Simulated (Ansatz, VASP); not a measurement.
# Two plane-wave programs on SiO

Contents of INCAR:

```
PREC = Accurate ; ENCUT = 600
EDIFF = 1E-6 ; ISMEAR = -1
SIGMA = 0.05 ; LREAL = F
LASPH = T ; NELM = 80
ALGO = Normal ; ISIF = 3
LWAVE = F ; LCHARG = F
GGA = PS ; IBRION = 2
NSW = 60 ; EDIFFG = -0.01
```

The input KPOINTS:

```
regular mesh
0
Gamma
  9 9 9
```

The input POSCAR:

```
SiO
1.0
    2.8069700000      0.0000000000      0.0000000000
    0.0000000000      2.8069700000      0.0000000000
    0.0000000000      0.0000000000      2.8069700000
Si O
1 1
Direct
    0.0000000000      0.0000000000      0.0000000000
    0.5000000000      0.5000000000      0.5000000000
```

File input.yaml:

```yaml
crystal:
  lattice:
    - [2.80697, 0.0, 0.0]
    - [0.0, 2.80697, 0.0]
    - [0.0, 0.0, 2.80697]
  atoms:
    - { symbol: Si, position: [0.0, 0.0, 0.0] }
    - { symbol: O, position: [0.5, 0.5, 0.5] }
hamiltonian:
  xc: pbesol
  pseudopotentials: { kind: paw }
kpoints:
  mp_grid: { grid: [9, 9, 9] }
scf:
  occupations: { method: fermi_dirac, width: 0.05 }
output:
  forces: true
  stress: true
  eigenvalues: true
  write_density: true
  write_potential: true
  elf: true
  volumetric_format: npy
relax:
  f_tol: 0.01
  max_steps: 40
  cell: { stress_tol: 0.05 }
```

The cell was built by a generator and needn't be a form met in nature.

Alike in both runs: task relaxation of cell and atoms; functional PBEsol; k mesh 9 × 9 × 9; occupations fermi-dirac, width 0.05 eV; no spin polarisation.

```csv
,VASP,Ansatz
version,VASP 6.6.1,Ansatz 0.2.0
potentials or method,"VASP PAW PBE potentials, release 64 (Si, O)",Ansatz PAW
plane-wave cutoff (eV),600,420
valence electrons in the cell,10,10
```

```tsv
	VASP	Ansatz	Ansatz less VASP
gap on the k mesh at the Fermi level, each at its own relaxed structure (eV)	none	none	-
relaxed volume (Å³/atom)	10.65	10.66	+0.007
relaxed cell length with the largest relative difference (Å)	2.772	2.773	+0.0006
energy change over the relaxation (meV/atom)	-6	-6	+0.2
```

A gap of «none» marks a metal or a gap that the smearing closes.

Caveats: the PAW data sets were made with another functional, which shifts forces and pressure a little (VASP); the plane-wave basis is chosen anew once the cell has moved, so the energies of steps on either side of that aren't comparable (Ansatz); the pressure holds a Pulay correction of +0.6 GPa for the finite cutoff (Ansatz); the PAW data sets come from PBE, with cores solved anew for the run's functional, which leaves a small shift of forces and pressure (Ansatz).
